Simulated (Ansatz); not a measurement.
Runs of Ansatz 0.2.0 on InP. It takes space group Fm-3m (No. 225, cubic). The conventional cell has a = 5.538 Å, b = 5.538 Å, c = 5.538 Å, α = 90.00°, β = 90.00°, γ = 90.00°. In (site symmetry m-3m) has 6 P at 2.77 Å as nearest neighbours. P (site symmetry m-3m) has 6 In at 2.77 Å as nearest neighbours. Measurements of this composition are mostly on another form, of space group No. 216.

```csv
task,level,spin,cell,k mesh,smearing,points for each segment of the path,gap on the mesh (eV),pressure (GPa)
band structure,PBE,off,as given,8 × 8 × 8,fermi-dirac 0.05 eV,14,none,0.0
single point,PBE,off,as given,8 × 8 × 8,gaussian 0.011 eV,-,none,-0.1
band structure,LDA,off,as given,8 × 8 × 8,fermi-dirac 0.05 eV,14,none,-5.1
relaxation of cell and atoms,PBE,off,relaxed,8 × 8 × 8,fermi-dirac 0.05 eV,-,none,0.0
band structure,PBE,"SOC, no magnetisation",as given,6 × 6 × 6,fermi-dirac 0.05 eV,14,none,(a)
```

Alike in all rows: potentials or basis Ansatz PAW; cutoff (eV) 420.

**Question.** Fill in the values left out.

**Answer.** (a) 0.2.

Caveats: spin-orbit coupling is left out, which moves the levels of the heavy elements (some runs); the PAW data sets come from PBE, with cores solved anew for the run's functional, which leaves a small shift of forces and pressure (some runs); the plane-wave basis is chosen anew once the cell has moved, so the energies of steps on either side of that aren't comparable (some runs).

A k mesh can miss the band edges, and rows without SOC leave out spin-orbit coupling on In.

A gap of «none» marks a metal or a gap under the smearing width.
